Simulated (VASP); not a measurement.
# CdF2 (Fm-3m) in VASP: notebook

One crystal, CdF2, is run at these levels: r2SCAN-EpsX, PBE; tasks: band structure, G0W0 quasiparticle levels.

Program: VASP 6.6.1. These are calculated values, not measurements. Logs are shortened: lines on timing, memory, paths and dates and some standing lists are left out, and cuts for length are marked.

## 1. Starting point

The structure is cubic, space group Fm-3m (No. 225). The conventional cell has a = 5.388 Å, b = 5.388 Å, c = 5.388 Å, α = 90.00°, β = 90.00°, γ = 90.00°. Cd (site symmetry m-3m) has 8 F at 2.33 Å as nearest neighbours. Around F (site symmetry -43m) lie 4 Cd at 2.33 Å.

## 2. Band structure, r2SCAN-EpsX

File POSCAR:

```
CdF2
1.0
    0.0000000000      2.6940000000      2.6940000000
    2.6940000000      0.0000000000      2.6940000000
    2.6940000000      2.6940000000      0.0000000000
Cd F
1 2
Direct
    0.0000000000      0.0000000000      0.0000000000
    0.7500000000      0.7500000000      0.7500000000
    0.2500000000      0.2500000000      0.2500000000
```

File INCAR.step1:

```
SYSTEM = CdF2
ALGO = Normal ; EDIFF = 1E-8
ENCUT = 520 ; GGA = PE
ISIF = 2 ; ISMEAR = 0
KPAR = 4 ; LASPH = .TRUE.
LCHARG = .FALSE. ; LEPSILON = .TRUE.
LREAL = .FALSE. ; LWAVE = .FALSE.
NELM = 80 ; PREC = Accurate
SIGMA = 0.02
```

File KPOINTS.step1:

```
Automatic mesh
0
G
  10 10 10
  0 0 0
```

File INCAR.step2:

```
SYSTEM = CdF2
ALGO = Normal ; EDIFF = 1E-5
ENCUT = 520 ; GGA = PE
ISIF = 2 ; ISMEAR = 0
KPAR = 4 ; LASPH = .TRUE.
LCHARG = .FALSE. ; LREAL = .FALSE.
LWAVE = .TRUE. ; NBANDS = 20
NELM = 80 ; PREC = Accurate
SIGMA = 0.02
```

File KPOINTS.step2:

```
k-points
0
G
  6 6 6
  0 0 0
```

File INCAR.step3:

```
SYSTEM = CdF2
AEXX = 0.357 ; ALGO = Normal
EDIFF = 1E-6 ; ENCUT = 520
HFRCUT = -1 ; ISIF = 2
ISMEAR = 0 ; ISTART = 1
KPAR = 4 ; LASPH = .TRUE.
LCHARG = .FALSE. ; LHFCALC = .TRUE.
LMIXTAU = .TRUE. ; LREAL = .FALSE.
LWAVE = .FALSE. ; METAGGA = R2SCAN
NBANDS = 20 ; NELM = 80
PREC = Accurate ; PRECFOCK = Fast
SIGMA = 0.02
```

File KPOINTS.step3:

```
k-points
0
G
  6 6 6
  0 0 0
```

File KPOINTS_OPT:

```
path GXWKGLUWLK,UX
12
line-mode
reciprocal
 0.0000000000  0.0000000000  0.0000000000  G
 0.5000000000  0.0000000000  0.5000000000  X

 0.5000000000  0.0000000000  0.5000000000  X
 0.5000000000  0.2500000000  0.7500000000  W

 0.5000000000  0.2500000000  0.7500000000  W
 0.3750000000  0.3750000000  0.7500000000  K

 0.3750000000  0.3750000000  0.7500000000  K
 0.0000000000  0.0000000000  0.0000000000  G

 0.0000000000  0.0000000000  0.0000000000  G
 0.5000000000  0.5000000000  0.5000000000  L

 0.5000000000  0.5000000000  0.5000000000  L
 0.6250000000  0.2500000000  0.6250000000  U

 0.6250000000  0.2500000000  0.6250000000  U
 0.5000000000  0.2500000000  0.7500000000  W

 0.5000000000  0.2500000000  0.7500000000  W
 0.5000000000  0.5000000000  0.5000000000  L

 0.5000000000  0.5000000000  0.5000000000  L
 0.3750000000  0.3750000000  0.7500000000  K

 0.6250000000  0.2500000000  0.6250000000  U
 0.5000000000  0.0000000000  0.5000000000  X
```

Potentials or basis: VASP PAW PBE potentials, release 64 (Cd, F).

Started as:

```console
$ cat potpaw_PBE.64/Cd/POTCAR potpaw_PBE.64/F/POTCAR > POTCAR
$ cp INCAR.step1 INCAR
$ cp KPOINTS.step1 KPOINTS
$ mpirun -np 4 vasp_std > vasp.out
$ cp INCAR.step2 INCAR
$ cp KPOINTS.step2 KPOINTS
$ mpirun -np 4 vasp_std > vasp.out
$ cp INCAR.step3 INCAR
$ cp KPOINTS.step3 KPOINTS
$ mpirun -np 4 vasp_std > vasp.out
```

OUTCAR:

```text
SYSTEM = CdF2
   AEXX = 0.357
   EDIFF = 1E-6
   ENCUT = 520
   ISIF = 2
   ISMEAR = 0
   ISTART = 1
   LASPH = .TRUE.
   LHFCALC = .TRUE.
   LREAL = .FALSE.
   METAGGA = R2SCAN
   NELM = 80
   PREC = Accurate
   PRECFOCK = Fast

 ion  position               nearest neighbor table
   1  0.000  0.000  0.000-   2 2.33   2 2.33   2 2.33   2 2.33   3 2.33   3 2.33   3 2.33   3 2.33

   2  0.750  0.750  0.750-   1 2.33   1 2.33   1 2.33   1 2.33
   3  0.250  0.250  0.250-   1 2.33   1 2.33   1 2.33   1 2.33

  LATTYP: Found a face centered cubic cell.
 ALAT       =     5.3880000000

  Lattice vectors:

 A1 = (   0.0000000000,   2.6940000000,   2.6940000000)
 A2 = (   2.6940000000,   0.0000000000,   2.6940000000)
 A3 = (   2.6940000000,   2.6940000000,   0.0000000000)

Analysis of symmetry for initial positions (statically):
=====================================================================
 Subroutine PRICEL returns:
 Original cell was already a primitive cell.

 Routine SETGRP: Setting up the symmetry group for a
 face centered cubic supercell.

 Subroutine GETGRP returns: Found 48 space group operations
 (whereof 48 operations were pure point group operations)
 out of a pool of 48 trial point group operations.

The static configuration has the point symmetry O_h .

Analysis of symmetry for dynamics (positions and initial velocities):
=====================================================================
 Subroutine PRICEL returns:
 Original cell was already a primitive cell.

 Routine SETGRP: Setting up the symmetry group for a
 face centered cubic supercell.

 Subroutine GETGRP returns: Found 48 space group operations
 (whereof 48 operations were pure point group operations)
 out of a pool of 48 trial point group operations.

The dynamic configuration has the point symmetry O_h .

 Subroutine INISYM returns: Found 48 space group operations
 (whereof 48 operations are pure point group operations),
 and found     1 'primitive' translations

----------------------------------------------------------------------------------------

                                     Primitive cell

  volume of cell :      39.1041

  direct lattice vectors                    reciprocal lattice vectors
     0.000000000  2.694000000  2.694000000    -0.185597624  0.185597624  0.185597624
     2.694000000  0.000000000  2.694000000     0.185597624 -0.185597624  0.185597624
     2.694000000  2.694000000  0.000000000     0.185597624  0.185597624 -0.185597624

  length of vectors
     3.809891337  3.809891337  3.809891337     0.321464515  0.321464515  0.321464515

  position of ions in fractional coordinates (direct lattice)
     0.000000000  0.000000000  0.000000000
     0.750000000  0.750000000  0.750000000
     0.250000000  0.250000000  0.250000000

  ion indices of the primitive-cell ions
   primitive index   ion index
                 1           1
                 2           2
                 3           3

----------------------------------------------------------------------------------------

 KPOINTS: k-points

Automatic generation of k-mesh.
 Grid dimensions read from file:
 generate k-points for:    6    6    6

 Generating k-lattice:

  Cartesian coordinates                     Fractional coordinates (reciprocal lattice)
    -0.030932937  0.030932937  0.030932937     0.166666667  0.000000000  0.000000000
     0.030932937 -0.030932937  0.030932937     0.000000000  0.166666667  0.000000000
     0.030932937  0.030932937 -0.030932937     0.000000000  0.000000000  0.166666667

  Length of vectors
     0.053577419  0.053577419  0.053577419

  Shift w.r.t. Gamma in fractional coordinates (k-lattice)
     0.000000000  0.000000000  0.000000000

 Subroutine IBZKPT returns following result:
 ===========================================

 Found     16 irreducible k-points:

 Following reciprocal coordinates:
            Coordinates               Weight
  0.000000  0.000000  0.000000      1.000000
  0.166667  0.000000  0.000000      8.000000
  0.333333  0.000000  0.000000      8.000000
  0.500000  0.000000  0.000000      4.000000
  0.166667  0.166667  0.000000      6.000000
  0.333333  0.166667  0.000000     24.000000
[... 8 lines left out ...]
 -0.333333  0.333333  0.166667     24.000000
 -0.333333  0.500000  0.166667     12.000000
   k-points           NKPTS =     16   k-points in BZ     NKDIM =    216   number of bands    NBANDS=     20
   number of dos      NEDOS =    301   number of ions     NIONS =      3
   total plane-waves  NPLWV =  21952
   dimension x,y,z NGX =    28 NGY =   28 NGZ =   28
   dimension x,y,z NGXF=    56 NGYF=   56 NGZF=   56
   ions per type =               1   2
   NGX,Y,Z   is equivalent  to a cutoff of  12.22, 12.22, 12.22 a.u.
   NGXF,Y,Z  is equivalent  to a cutoff of  24.44, 24.44, 24.44 a.u.
 SYSTEM =  CdF2
   PREC   = accura    normal or accurate (medium, high low for compatibility)
   ISTART =      1    job   : 0-new  1-cont  2-samecut
   ICHARG =      0    charge: 1-file 2-atom 10-const
   ISPIN  =      1    spin polarized calculation?
   LNONCOLLINEAR =      F non collinear calculations
   LSORBIT =      F    spin-orbit coupling
   LASPH  =      T    aspherical Exc in radial PAW
   ENCUT  =  520.0 eV  38.22 Ry    6.18 a.u.   7.08  7.08  7.08*2*pi/ulx,y,z
   NELM   =     80;   NELMIN=  2; NELMDL=  0     # of ELM steps
   EDIFF  = 0.1E-05   stopping-criterion for ELM
   LREAL  =      F    real-space projection
   EDIFFG = 0.1E-04   stopping-criterion for IOM
   NSW    =      0    number of steps for IOM
   IBRION =     -1    ionic relax: 0-MD 1-quasi-New 2-CG
   NFREE  =      0    steps in history (QN), initial steepest desc. (CG)
   ISIF   =      2    stress and relaxation
   ISYM   =      3    0-nonsym 1-usesym 2-fastsym
   POTIM  = 0.5000    time-step for ionic-motion
   TEBEG  =    0.0;   TEEND  =   0.0 temperature during run
   PSTRESS=    0.0 pullay stress
   NELECT =      26.0000    total number of electrons
   NUPDOWN=      -1.0000    fix difference up-down
   EMIN   =  10.00;   EMAX   =-10.00  energy-range for DOS
   EFERMI =   0.00;   METHOD = LEGACY
   ISMEAR =     0;   SIGMA  =   0.02  broadening in eV -4-tet -1-fermi 0-gaus
   EFERMI_NEDOS =   21; number of points for ismear=-14 and -15
   IALGO  =     38    algorithm
   IMIX   =      1    mixing-type and parameters
     AMIX     =   0.40;   BMIX     =  1.00
     AMIX_MAG =   1.60;   BMIX_MAG =  1.00
  volume/ion in A,a.u.               =      13.03        87.96
  Fermi-wavevector in a.u.,A,eV,Ry     =   1.428867  2.700166 27.778468  2.041660
  Thomas-Fermi vector in A             =   2.548882
   LORBIT       =      0    0 simple, 1 ext, 2 COOP (PROOUT), +10 PAW based schemes
   METAGGA = R2SCAN    functional components
   LHFCALC =     T    Hartree Fock is set to
   PRECFOCK=fast      Normal, Fast or Accurate (Low or Medium for compatibility)
   ENCUT4O =  -1.0   cutoff for four orbital integrals eV
   NKREDX  =     1    reduce k-point grid by
   NKREDY  =     1    reduce k-point grid by
   NKREDZ  =     1    reduce k-point grid by
   AEXX    =    0.3570 exact exchange contribution
   HFSCREEN=    0.0000 screening length (either q_TF or 0.3 A-1)
   HFSCREENC=   0.0000 screening length for correlation (either q_TF or 0.3 A-1)
   ENCUTFOCK=  -1.0 apply spherical cutoff to Coloumb kernel
   IVDW    =     0    specifies the selected vdW correction
   LEPSILON=     F    determine dielectric tensor
   LRPA    =     F    only Hartree local field effects (RPA)
 non-spin polarized calculation
 Gauss-broadening in eV      SIGMA  =   0.02
  energy-cutoff  :      520.00
  volume of cell :       39.10
 maximum number of plane-waves:      1067
  NGX = 16; NGY = 16; NGZ = 16

 number of electron      25.9999990 magnetization

 Free energy of the ion-electron system (eV)
  ---------------------------------------------------
  ext. energy  EPLUGINS =         0.00000000
  ---------------------------------------------------
  free energy    TOTEN  =       -31.80209210 eV

  energy without entropy =      -31.80209210  energy(sigma->0) =      -31.80209210

 E-fermi :  -4.4026     XC(G=0):  -7.5312

 val. band max:       -4.4924266267   @ k =  -0.3333   0.5000   0.1667
 cond. band min:       3.0509032184   @ k =   0.0000   0.0000   0.0000
 fundamental gap:      7.5433298451
 Fermi energy:        -4.4026479786

 k-point     1 :       0.0000    0.0000    0.0000
  band No.  band energies     occupation
      1     -28.2188      2.00000
      2     -27.0761      2.00000
      3     -10.6894      2.00000
      4     -10.6894      2.00000
      5     -10.6894      2.00000
      6      -9.3224      2.00000
[... 12 lines left out ...]
     19      20.3297      0.00000
     20      20.3297      0.00000

 k-point     2 :       0.1667    0.0000    0.0000
  band No.  band energies     occupation
      1     -28.1299      2.00000
      2     -27.1555      2.00000
      3     -10.5817      2.00000
      4     -10.5816      2.00000
      5     -10.3751      2.00000
      6      -9.3511      2.00000
[... 12 lines left out ...]
     19      19.7175      0.00000
     20      19.7176      0.00000

 k-point     3 :       0.3333    0.0000    0.0000
  band No.  band energies     occupation
      1     -27.9051      2.00000
      2     -27.3587      2.00000
      3     -10.3856      2.00000
      4     -10.3856      2.00000
      5      -9.6222      2.00000
      6      -9.3367      2.00000
[... 12 lines left out ...]
     19      18.8535      0.00000
     20      19.6879      0.00000

 k-point     4 :       0.5000    0.0000    0.0000
  band No.  band energies     occupation
      1     -27.6618      2.00000
      2     -27.5887      2.00000
      3     -10.3114      2.00000
      4     -10.3114      2.00000
      5      -9.2675      2.00000
      6      -9.2675      2.00000
[... 245 lines left out ...]
 k-point    15 :      -0.3333    0.3333    0.1667
  band No.  band energies     occupation
      1     -27.6189      2.00000
      2     -27.6006      2.00000
      3     -10.0646      2.00000
      4      -9.9203      2.00000
      5      -9.4844      2.00000
      6      -9.4455      2.00000
[... 12 lines left out ...]
     19      19.2573      0.00000
     20      22.5800      0.00000

 k-point    16 :      -0.3333    0.5000    0.1667
  band No.  band energies     occupation
      1     -27.6735      2.00000
      2     -27.5341      2.00000
      3     -10.0833      2.00000
      4      -9.6740      2.00000
      5      -9.6030      2.00000
      6      -9.4335      2.00000
[... 12 lines left out ...]
     19      20.6836      0.00000
     20      21.4181      0.00000

------------------------ aborting loop because EDIFF is reached ----------------------------------------

  FORCE on cell =-STRESS in cart. coord.  units (eV):
  Direction    XX          YY          ZZ          XY          YZ          ZX
  --------------------------------------------------------------------------------------
  -------------------------------------------------------------------------------------
  Total       -0.3562377     -0.3562377     -0.3562377      0.0000000      0.0000000     -0.0000000
  in kB      -14.5957937    -14.5957937    -14.5957937      0.0000000      0.0000000     -0.0000000
  external PRESSURE =     -14.5957937 kB  Pullay stress =       0.0000000 kB

 VOLUME and BASIS-vectors are now :
 -----------------------------------------------------------------------------
  energy-cutoff  :      520.00
  volume of cell :       39.10
      direct lattice vectors                 reciprocal lattice vectors
     0.000000000  2.694000000  2.694000000    -0.185597624  0.185597624  0.185597624
     2.694000000  0.000000000  2.694000000     0.185597624 -0.185597624  0.185597624
     2.694000000  2.694000000  0.000000000     0.185597624  0.185597624 -0.185597624

 POSITION                                       TOTAL-FORCE (eV/Angst)
 -----------------------------------------------------------------------------------
      0.00000      0.00000      0.00000        -0.000000     -0.000000     -0.000000
      4.04100      4.04100      4.04100        -0.000000      0.000000     -0.000000
      1.34700      1.34700      1.34700         0.000000      0.000000      0.000000
 -----------------------------------------------------------------------------------
    total drift:                                0.000000      0.000000      0.000000

  FREE ENERGIE OF THE ION-ELECTRON SYSTEM (eV)
  ---------------------------------------------------
  free  energy   TOTEN  =       -31.8020920985 eV

  energy  without entropy=      -31.8020920985  energy(sigma->0) =      -31.80209210
```

It took 32 min on 4 MPI ranks of Intel Xeon Platinum 8259CL at 2.50GHz (Skylake/Cascade Lake), shared host; peak memory 0.31 GiB.

Results:

* Free energy: -31.8021 eV
* Pressure: -1.5 GPa
* Band gap on the k mesh: 7.54 eV, indirect (least direct gap 8.13 eV)
* Band gap along the path: 7.52 eV, indirect (least direct gap 8.13 eV)

Levels at the corners of the path, in eV from the valence-band top:
| point | band 10 | band 11 | band 12 | band 13 | band 14 | band 15 | band 16 | band 17 |
| --- | --- | --- | --- | --- | --- | --- | --- | --- |
| Γ | -1.04 | -0.61 | -0.61 | -0.61 | 7.52 | 17.54 | 17.54 | 17.54 |
| X | -3.20 | -0.56 | -0.10 | -0.10 | 13.11 | 14.42 | 15.89 | 19.54 |
| X | -3.20 | -0.56 | -0.10 | -0.10 | 13.11 | 14.42 | 15.89 | 19.54 |
| W | -1.64 | -1.64 | -0.66 | 0.00 | 13.20 | 15.63 | 16.62 | 16.62 |
| W | -1.64 | -1.64 | -0.66 | 0.00 | 13.20 | 15.63 | 16.62 | 16.62 |
| K | -2.52 | -1.02 | -0.37 | -0.23 | 13.05 | 15.38 | 15.59 | 19.25 |
| K | -2.52 | -1.02 | -0.37 | -0.23 | 13.05 | 15.38 | 15.59 | 19.25 |
| Γ | -1.04 | -0.61 | -0.61 | -0.61 | 7.52 | 17.54 | 17.54 | 17.54 |
| Γ | -1.04 | -0.61 | -0.61 | -0.61 | 7.52 | 17.54 | 17.54 | 17.54 |
| L | -1.99 | -1.99 | -0.47 | -0.47 | 12.10 | 13.47 | 19.79 | 19.79 |
| L | -1.99 | -1.99 | -0.47 | -0.47 | 12.10 | 13.47 | 19.79 | 19.79 |
| U | -2.52 | -1.02 | -0.37 | -0.23 | 13.05 | 15.38 | 15.59 | 19.25 |
| U | -2.52 | -1.02 | -0.37 | -0.23 | 13.05 | 15.38 | 15.59 | 19.25 |
| W | -1.64 | -1.64 | -0.66 | 0.00 | 13.20 | 15.63 | 16.62 | 16.62 |
| W | -1.64 | -1.64 | -0.66 | 0.00 | 13.20 | 15.63 | 16.62 | 16.62 |
| L | -1.99 | -1.99 | -0.47 | -0.47 | 12.10 | 13.47 | 19.79 | 19.79 |
| L | -1.99 | -1.99 | -0.47 | -0.47 | 12.10 | 13.47 | 19.79 | 19.79 |
| K | -2.52 | -1.02 | -0.37 | -0.23 | 13.05 | 15.38 | 15.59 | 19.25 |
| U | -2.52 | -1.02 | -0.37 | -0.23 | 13.05 | 15.38 | 15.59 | 19.25 |
| X | -3.20 | -0.56 | -0.10 | -0.10 | 13.11 | 14.42 | 15.89 | 19.54 |

Caveat: the PAW data sets were made with another functional, which shifts forces and pressure a little.

(Part 1 of 2 ends here.)
